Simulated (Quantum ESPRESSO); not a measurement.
# HfO2 (Pca2_1) in Quantum ESPRESSO: notebook

Runs on HfO2. Level: PBEsol. Tasks: single point, equation of state.

Everything below comes from runs of Quantum ESPRESSO 7.5. Logs are shortened: lines on timing, memory, paths and dates and some standing lists are left out, and cuts for length are marked.

**1. The crystal as given**

It takes space group Pca2_1 (No. 29, orthorhombic). The conventional cell has a = 5.219 Å, b = 5.005 Å, c = 5.033 Å, α = 90.00°, β = 90.00°, γ = 90.00°. Around Hf (site symmetry 1) lie 7 O at 2.02 to 2.23 Å. Around O (site symmetry 1) lie 3 Hf at 2.02 to 2.13 Å. Around O (site symmetry 1) lie 4 Hf at 2.11 to 2.23 Å.

Measurements of this composition are mostly on another form, of space group No. 14.

**2. Single point, PBEsol, 10.30 Å³/atom**

pw.in reads:

```
&CONTROL
  calculation = 'scf'
  prefix = 'pwscf'
  outdir = './tmp'
  pseudo_dir = './pseudo'
  tprnfor = .true.
  tstress = .true.
  disk_io = 'nowf'
/
&SYSTEM
  ibrav = 0
  nat = 12
  ntyp = 2
  ecutwfc = 45
  ecutrho = 360
  nbnd = 62
  occupations = 'smearing'
  smearing = 'fd'
  degauss = 0.00367493
/
&ELECTRONS
  conv_thr = 2.4d-09
  electron_maxstep = 120
  mixing_beta = 0.5
/
ATOMIC_SPECIES
Hf   178.4900 hf_pbesol_v1.uspp.F.UPF
O     15.9990 o_pbesol_v1.2.uspp.F.UPF
CELL_PARAMETERS angstrom
   5.1129138024    0.0000000000    0.0000000000
   0.0000000000    4.9025969881    0.0000000000
   0.0000000000    0.0000000000    4.9299483645
ATOMIC_POSITIONS crystal
Hf     0.9669940000    0.7325208200    0.7414403500
Hf     0.5330060000    0.7325208200    0.2414403500
Hf     0.4669940000    0.2674791800    0.7414403500
Hf     0.0330060000    0.2674791800    0.2414403500
O      0.6321274500    0.9286454000    0.8792672600
O      0.8678725500    0.9286454000    0.3792672600
O      0.2339485200    0.5398830500    0.4922923900
O      0.2660514800    0.5398830500    0.9922923900
O      0.7660514800    0.4601169500    0.9922923900
O      0.7339485200    0.4601169500    0.4922923900
O      0.1321274500    0.0713546000    0.8792672600
O      0.3678725500    0.0713546000    0.3792672600
K_POINTS automatic
4 5 4 0 0 0
```

Potentials or basis: GBRV 1.5 PBEsol.

Run with:

```sh
$ OMP_NUM_THREADS=1 mpirun -n 2 pw.x -nk 2 -in pw.in > pw.out
```

pw.out:

```text
This program is part of the open-source Quantum ESPRESSO suite
     for quantum simulation of materials; please cite
[... 6 lines left out ...]
     using ibrav=0 with symmetry is DISCOURAGED, use correct ibrav instead

     K-points division:     npool     =       2
     Subspace diagonalization in iterative solution of the eigenvalue problem:
     a serial algorithm will be used

     G-vector sticks info
     --------------------
     sticks:   dense  smooth     PW     G-vecs:    dense   smooth      PW
     Sum        2561    1279    375                96193    33993    5375

     Using Slab Decomposition

     bravais-lattice index     =            0
     lattice parameter (alat)  =       9.6620  a.u.
     unit-cell volume          =     833.9378 (a.u.)^3
     number of atoms/cell      =           12
     number of atomic types    =            2
     number of electrons       =        96.00
     number of Kohn-Sham states=           62
     kinetic-energy cutoff     =      45.0000  Ry
     charge density cutoff     =     360.0000  Ry
     scf convergence threshold =      2.4E-09
     mixing beta               =       0.5000
     number of iterations used =            8  plain     mixing
     Exchange-correlation= SLA  PW   PSX  PSC
                           (   1   4  10   8   0   0   0)

     celldm(1)=   9.662007  celldm(2)=   0.000000  celldm(3)=   0.000000
     celldm(4)=   0.000000  celldm(5)=   0.000000  celldm(6)=   0.000000

     crystal axes: (cart. coord. in units of alat)
               a(1) = (   1.000000   0.000000   0.000000 )
               a(2) = (   0.000000   0.958866   0.000000 )
               a(3) = (   0.000000   0.000000   0.964215 )

     reciprocal axes: (cart. coord. in units 2 pi/alat)
               b(1) = (  1.000000  0.000000  0.000000 )
               b(2) = (  0.000000  1.042899  0.000000 )
               b(3) = (  0.000000  0.000000  1.037113 )

     PseudoPot. # 1 for Hf read from file:
     hf_pbesol_v1.uspp.F.UPF
     Pseudo is Ultrasoft + core correction, Zval = 12.0
     Generated by new atomic code, or converted to UPF format
     Using radial grid of  921 points,  8 beta functions with:
                l(1) =   0
                l(2) =   0
                l(3) =   0
                l(4) =   1
                l(5) =   1
                l(6) =   2
                l(7) =   2
                l(8) =   3
     Q(r) pseudized with  6 coefficients,  rinner =    1.200   1.200   1.200
                                                       1.200   1.200   1.200
                                                       1.200

     PseudoPot. # 2 for O  read from file:
     o_pbesol_v1.2.uspp.F.UPF
     Pseudo is Ultrasoft + core correction, Zval =  6.0
     Generated by new atomic code, or converted to UPF format
     Using radial grid of  737 points,  5 beta functions with:
                l(1) =   0
                l(2) =   0
                l(3) =   1
                l(4) =   1
                l(5) =   2
     Q(r) pseudized with  8 coefficients,  rinner =    0.900   0.900   0.900
                                                       0.900   0.900

     atomic species   valence    mass     pseudopotential
     Hf               12.00   178.49000     Hf( 1.00)
     O                 6.00    15.99900     O ( 1.00)

      4 Sym. Ops. (no inversion) found ( 3 have fractional translation)

   Cartesian axes

     site n.     atom                  positions (alat units)
         1        Hf     tau(   1) = (   0.9669940   0.7023890   0.7149079  )
         2        Hf     tau(   2) = (   0.5330060   0.7023890   0.2328004  )
         3        Hf     tau(   3) = (   0.4669940   0.2564766   0.7149079  )
         4        Hf     tau(   4) = (   0.0330060   0.2564766   0.2328004  )
         5        O      tau(   5) = (   0.6321275   0.8904461   0.8478027  )
         6        O      tau(   6) = (   0.8678725   0.8904461   0.3656952  )
         7        O      tau(   7) = (   0.2339485   0.5176753   0.4746757  )
         8        O      tau(   8) = (   0.2660515   0.5176753   0.9567832  )
         9        O      tau(   9) = (   0.7660515   0.4411903   0.9567832  )
        10        O      tau(  10) = (   0.7339485   0.4411903   0.4746757  )
        11        O      tau(  11) = (   0.1321275   0.0684195   0.8478027  )
        12        O      tau(  12) = (   0.3678726   0.0684195   0.3656952  )

     number of k points=    27  Fermi-Dirac smearing, width (Ry)=  0.0037
                       cart. coord. in units 2pi/alat
        k(    1) = (   0.0000000   0.0000000   0.0000000), wk =   0.0250000
        k(    2) = (   0.0000000   0.0000000   0.2592783), wk =   0.0500000
        k(    3) = (   0.0000000   0.0000000  -0.5185565), wk =   0.0250000
        k(    4) = (   0.0000000   0.2085798   0.0000000), wk =   0.0500000
        k(    5) = (   0.0000000   0.2085798   0.2592783), wk =   0.1000000
[... 73 lines left out ...]
    -4.7135  -4.7135  -4.0286  -4.0286  -3.5393  -3.5393  -3.4395  -3.4395
     7.5018   7.5018   7.7606   7.7606   8.2346   8.2346   8.5157   8.5157
     8.8287   8.8287   9.6635   9.6635  10.0415  10.0415  10.6432  10.6432
    11.0193  11.0193  11.4649  11.4649  11.7052  11.7052  12.0739  12.0739
    17.9219  17.9219  18.4233  18.4233  18.7811  18.7811  19.1069  19.1069
    20.1516  20.1516  20.4858  20.4858  21.4154  21.4154

          k =-0.5000 0.0000-0.5186 (  4260 PWs)   bands (ev):

   -47.3330 -47.3330 -47.3330 -47.3330 -16.4884 -16.4884 -16.4884 -16.4884
   -16.2686 -16.2686 -16.2686 -16.2686 -16.0608 -16.0608 -16.0608 -16.0608
    -4.3703  -4.3703  -4.3703  -4.3703  -3.4930  -3.4930  -3.4930  -3.4930
     7.8611   7.8611   7.8611   7.8611   8.5357   8.5357   8.5357   8.5357
     9.0719   9.0719   9.0719   9.0719  10.1497  10.1497  10.1497  10.1497
    11.1206  11.1206  11.1206  11.1206  11.8303  11.8303  11.8303  11.8303
    18.0169  18.0169  18.0169  18.0169  19.1638  19.1638  19.1638  19.1638
    20.2369  20.2369  20.2369  20.2369  21.7167  21.7167

          k =-0.5000 0.2086 0.0000 (  4238 PWs)   bands (ev):
[... 12 lines left out ...]
   -47.3396 -47.3396 -47.3264 -47.3264 -16.5794 -16.5717 -16.4877 -16.4573
   -16.2968 -16.2925 -16.1635 -16.1309 -16.0941 -16.0899 -16.0448 -16.0440
    -4.7670  -4.6896  -4.1370  -4.1247  -3.5293  -3.5286  -3.3635  -3.2869
     7.4168   7.4552   7.8428   7.8840   8.0761   8.3849   8.6026   8.6261
     8.9070   9.0650   9.4130   9.4763  10.1852  10.3014  10.4964  10.6293
    10.9701  11.0750  11.2267  11.3858  11.6912  11.7586  11.8429  12.1983
    17.5245  17.9950  18.2196  18.2322  18.5632  18.6115  18.9912  19.3971
    19.9187  20.2559  20.4697  20.7387  21.5723  21.6119

          k =-0.5000 0.2086-0.5186 (  4260 PWs)   bands (ev):

   -47.3330 -47.3330 -47.3330 -47.3330 -16.5765 -16.5765 -16.5529 -16.5529
   -16.2019 -16.2019 -16.1752 -16.1752 -16.0600 -16.0600 -16.0596 -16.0596
    -4.5148  -4.5148  -4.4476  -4.4476  -3.4159  -3.4159  -3.3386  -3.3386
     7.7968   7.7968   7.9322   7.9322   8.3669   8.3669   8.5041   8.5041
     9.2291   9.2291   9.2842   9.2842  10.2530  10.2530  10.2945  10.2945
    10.8742  10.8742  10.9886  10.9886  11.6843  11.6843  12.0150  12.0150
    17.6271  17.6271  18.1029  18.1029  18.7729  18.7729  19.1531  19.1531
    19.9784  19.9784  20.5006  20.5006  21.7776  21.7779

          k =-0.5000 0.4172 0.0000 (  4250 PWs)   bands (ev):
[... 12 lines left out ...]
   -47.3383 -47.3383 -47.3277 -47.3277 -16.6278 -16.6268 -16.5486 -16.5320
   -16.2164 -16.2155 -16.1269 -16.1144 -16.0823 -16.0736 -16.0389 -16.0387
    -4.7629  -4.7151  -4.2952  -4.2883  -3.4460  -3.4243  -3.2486  -3.2219
     7.4407   7.6333   7.7121   7.9630   8.1121   8.2118   8.5579   8.7256
     9.1981   9.2620   9.5495   9.6069  10.1643  10.1945  10.4545  10.5145
    10.9907  11.0250  11.1050  11.3912  11.5515  11.6462  11.9284  11.9763
    17.2938  17.4629  18.0516  18.1268  18.3472  18.3765  19.0969  19.4219
    19.8886  20.0415  20.6157  20.8120  21.7569  21.7710

          k =-0.5000 0.4172-0.5186 (  4256 PWs)   bands (ev):

   -47.3330 -47.3330 -47.3330 -47.3330 -16.6494 -16.6494 -16.6395 -16.6395
   -16.1115 -16.1115 -16.1003 -16.1003 -16.0551 -16.0551 -16.0547 -16.0547
    -4.6415  -4.6415  -4.6092  -4.6092  -3.2445  -3.2445  -3.2059  -3.2059
     7.8638   7.8638   7.9084   7.9084   8.2773   8.2773   8.4028   8.4028
     9.4503   9.4503   9.4535   9.4535  10.2883  10.2883  10.3150  10.3150
    10.9517  10.9517  11.0211  11.0211  11.6202  11.6202  11.8108  11.8108
    17.3761  17.3761  17.6084  17.6084  18.7479  18.7479  18.9366  18.9366
    20.0124  20.0124  20.3358  20.3358  22.0050  22.0149

     the Fermi energy is    13.7185 ev

!    total energy              =    -893.93512641 Ry
     estimated scf accuracy    <          3.7E-10 Ry
     smearing contrib. (-TS)   =      -0.00000000 Ry
     internal energy E=F+TS    =    -893.93512641 Ry

     The total energy is F=E-TS. E is the sum of the following terms:
     one-electron contribution =     -93.23244957 Ry
     hartree contribution      =     108.74359005 Ry
     xc contribution           =    -360.37770265 Ry
     ewald contribution        =    -549.06856423 Ry

     convergence has been achieved in  10 iterations

     negative rho (up, down):  4.613E-01 0.000E+00

     Forces acting on atoms (cartesian axes, Ry/au):

     atom    1 type  1   force =     0.00414353   -0.01032760    0.00633371
     atom    2 type  1   force =    -0.00414353   -0.01032760    0.00633371
     atom    3 type  1   force =     0.00414353    0.01032760    0.00633371
     atom    4 type  1   force =    -0.00414353    0.01032760    0.00633371
     atom    5 type  2   force =    -0.00107510   -0.00655012   -0.00061654
     atom    6 type  2   force =     0.00107510   -0.00655012   -0.00061654
     atom    7 type  2   force =     0.00641219    0.00758334   -0.00571717
     atom    8 type  2   force =    -0.00641219    0.00758334   -0.00571717
     atom    9 type  2   force =    -0.00641219   -0.00758334   -0.00571717
     atom   10 type  2   force =     0.00641219   -0.00758334   -0.00571717
     atom   11 type  2   force =    -0.00107510    0.00655012   -0.00061654
     atom   12 type  2   force =     0.00107510    0.00655012   -0.00061654

     Total force =     0.036862     Total SCF correction =     0.000031

     Computing stress (Cartesian axis) and pressure

     negative rho (up, down):  4.613E-01 0.000E+00
          total   stress  (Ry/bohr**3)                   (kbar)     P=      185.63
   0.00125360   0.00000000   0.00000000          184.41        0.00        0.00
   0.00000000   0.00133301   0.00000000            0.00      196.09        0.00
   0.00000000   0.00000000   0.00119903            0.00        0.00      176.38

=------------------------------------------------------------------------------=
   JOB DONE.
=------------------------------------------------------------------------------=
```

It took 92 s on 2 MPI ranks of Arm Neoverse V2, shared host; peak memory 0.92 GiB.

Results:

| Property | Result |
| --- | --- |
| Free energy | -12162.6070 eV |
| Pressure | 18.6 GPa |
| Largest force | 0.329 eV/Å |
| Band gap on the k mesh | 4.66 eV, indirect (least direct gap 4.90 eV) |

Caveat: spin-orbit coupling is left out, which moves the levels of the heavy elements; an odd mesh through Γ misses points on the zone boundary, where band edges often lie.

**3. Single point, PBEsol, 10.52 Å³/atom**

pw.in: that of step 2 with these lines changed.

```diff
@@ -29,5 +29,5 @@
 CELL_PARAMETERS angstrom
-   5.1129138024    0.0000000000    0.0000000000
-   0.0000000000    4.9025969881    0.0000000000
-   0.0000000000    0.0000000000    4.9299483645
+   5.1489214240    0.0000000000    0.0000000000
+   0.0000000000    4.9371234566    0.0000000000
+   0.0000000000    0.0000000000    4.9646674546
 ATOMIC_POSITIONS crystal
```

Potentials or basis: GBRV 1.5 PBEsol.

Run with:

```sh
$ OMP_NUM_THREADS=1 mpirun -n 2 pw.x -nk 2 -in pw.in > pw.out
```

It took 99 s on 2 MPI ranks of Arm Neoverse V2, shared host; peak memory 0.94 GiB.

The run converged. Its results:

```
Free energy            : -12162.8589 eV
Pressure               : 11.7 GPa
Largest force          : 0.232 eV/Å
Band gap on the k mesh : 4.59 eV, indirect (least direct gap 4.83 eV)
```

Caveat: spin-orbit coupling is left out, which moves the levels of the heavy elements; an odd mesh through Γ misses points on the zone boundary, where band edges often lie.

**4. Single point, PBEsol, 10.74 Å³/atom**

pw.in: that of step 3 with these lines changed.

```diff
@@ -29,5 +29,5 @@
 CELL_PARAMETERS angstrom
-   5.1489214240    0.0000000000    0.0000000000
-   0.0000000000    4.9371234566    0.0000000000
-   0.0000000000    0.0000000000    4.9646674546
+   5.1844323491    0.0000000000    0.0000000000
+   0.0000000000    4.9711736599    0.0000000000
+   0.0000000000    0.0000000000    4.9989076225
 ATOMIC_POSITIONS crystal
```

Run with:

```sh
$ OMP_NUM_THREADS=1 mpirun -n 2 pw.x -nk 2 -in pw.in > pw.out
```

Run time: 1.8 min. Hardware: 2 MPI ranks of Arm Neoverse V2, shared host; peak memory 0.98 GiB.

Results (log left out):

| Property | Result |
| --- | --- |
| Free energy | -12163.0037 eV |
| Pressure | 5.5 GPa |
| Largest force | 0.145 eV/Å |
| Band gap on the k mesh | 4.51 eV, indirect (least direct gap 4.76 eV) |

Caveat: spin-orbit coupling is left out, which moves the levels of the heavy elements; an odd mesh through Γ misses points on the zone boundary, where band edges often lie.

**5. Single point, PBEsol, 10.96 Å³/atom**

pw.in: that of step 4 with these lines changed.

```diff
@@ -29,5 +29,5 @@
 CELL_PARAMETERS angstrom
-   5.1844323491    0.0000000000    0.0000000000
-   0.0000000000    4.9711736599    0.0000000000
-   0.0000000000    0.0000000000    4.9989076225
+   5.2194633600    0.0000000000    0.0000000000
+   0.0000000000    5.0047636900    0.0000000000
+   0.0000000000    0.0000000000    5.0326850500
 ATOMIC_POSITIONS crystal
```

Run with:

```sh
$ OMP_NUM_THREADS=1 mpirun -n 2 pw.x -nk 2 -in pw.in > pw.out
```

Run time: 1.8 min. Hardware: 2 MPI ranks of Arm Neoverse V2, shared host; peak memory 0.96 GiB.

It converged, with:

```
Free energy            : -12163.0518 eV
Pressure               : -0.1 GPa
Largest force          : 0.077 eV/Å
Band gap on the k mesh : 4.44 eV, indirect (least direct gap 4.69 eV)
```

Caveat: spin-orbit coupling is left out, which moves the levels of the heavy elements; an odd mesh through Γ misses points on the zone boundary, where band edges often lie.

**6. Single point, PBEsol, 11.17 Å³/atom**

pw.in: that of step 5 with these lines changed.

```diff
@@ -29,5 +29,5 @@
 CELL_PARAMETERS angstrom
-   5.2194633600    0.0000000000    0.0000000000
-   0.0000000000    5.0047636900    0.0000000000
-   0.0000000000    0.0000000000    5.0326850500
+   5.2540303499    0.0000000000    0.0000000000
+   0.0000000000    5.0379087863    0.0000000000
+   0.0000000000    0.0000000000    5.0660150614
 ATOMIC_POSITIONS crystal
```

Potentials or basis: GBRV 1.5 PBEsol.

Run with:

```sh
$ OMP_NUM_THREADS=1 mpirun -n 2 pw.x -nk 2 -in pw.in > pw.out
```

It took 1.8 min on 2 MPI ranks of Arm Neoverse V2, shared host; peak memory 0.98 GiB.

Results (log left out):

| Property | Result |
| --- | --- |
| Free energy | -12163.0126 eV |
| Pressure | -5.1 GPa |
| Largest force | 0.083 eV/Å |
| Band gap on the k mesh | 4.37 eV, indirect (least direct gap 4.62 eV) |

Caveat: spin-orbit coupling is left out, which moves the levels of the heavy elements; an odd mesh through Γ misses points on the zone boundary, where band edges often lie.

**7. Single point, PBEsol, 11.39 Å³/atom**

pw.in: that of step 6 with these lines changed.

```diff
@@ -29,5 +29,5 @@
 CELL_PARAMETERS angstrom
-   5.2540303499    0.0000000000    0.0000000000
-   0.0000000000    5.0379087863    0.0000000000
-   0.0000000000    0.0000000000    5.0660150614
+   5.2881483861    0.0000000000    0.0000000000
+   0.0000000000    5.0706233964    0.0000000000
+   0.0000000000    0.0000000000    5.0989121849
 ATOMIC_POSITIONS crystal
```

Run with:

```sh
$ OMP_NUM_THREADS=1 mpirun -n 2 pw.x -nk 2 -in pw.in > pw.out
```

Run time: 1.9 min. Hardware: 2 MPI ranks of Arm Neoverse V2, shared host; peak memory 1 GiB.

The run converged. Its results:

```yaml
Free_energy: -12162.8955 eV
Pressure: -9.6 GPa
Largest_force: 0.137 eV/Å
Band_gap_on_the_k_mesh: 4.30 eV, indirect (least direct gap 4.54 eV)
```

Caveat: spin-orbit coupling is left out, which moves the levels of the heavy elements; an odd mesh through Γ misses points on the zone boundary, where band edges often lie.

**8. Single point, PBEsol, 11.61 Å³/atom**

pw.in: that of step 7 with these lines changed.

```diff
@@ -29,5 +29,5 @@
 CELL_PARAMETERS angstrom
-   5.2881483861    0.0000000000    0.0000000000
-   0.0000000000    5.0706233964    0.0000000000
-   0.0000000000    0.0000000000    5.0989121849
+   5.3218317680    0.0000000000    0.0000000000
+   0.0000000000    5.1029212315    0.0000000000
+   0.0000000000    0.0000000000    5.1313902082
 ATOMIC_POSITIONS crystal
```

Run with:

```sh
$ OMP_NUM_THREADS=1 mpirun -n 2 pw.x -nk 2 -in pw.in > pw.out
```

It took 2.1 min on 2 MPI ranks of Arm Neoverse V2, shared host; peak memory 1 GiB.

The run converged. Its results:

```
Free energy            : -12162.7074 eV
Pressure               : -13.7 GPa
Largest force          : 0.197 eV/Å
Band gap on the k mesh : 4.23 eV, indirect (least direct gap 4.46 eV)
```

Caveat: spin-orbit coupling is left out, which moves the levels of the heavy elements; an odd mesh through Γ misses points on the zone boundary, where band edges often lie.

**9. Equation of state, PBEsol**

Potentials or basis: GBRV 1.5 PBEsol.

No new run: the results of the series are fitted here.

What came out:

* Equilibrium volume: 10.96 Å³/atom
* Bulk modulus at fixed shape and positions: 264 GPa
* Pressure derivative of the bulk modulus: 4.2

Energy against volume, from the lowest point:
```csv
volume (Å³/atom),energy (meV/atom)
10.298,37.07
10.517,16.07
10.736,4.01
10.955,0.00
11.175,3.27
11.394,13.03
11.613,28.70
```

Caveat: the cell was scaled at fixed shape and fractional positions, which overstates the stiffness of a crystal with free parameters, most of all of layers and chains. Spin-orbit coupling is left out, which matters for the levels of Hf.
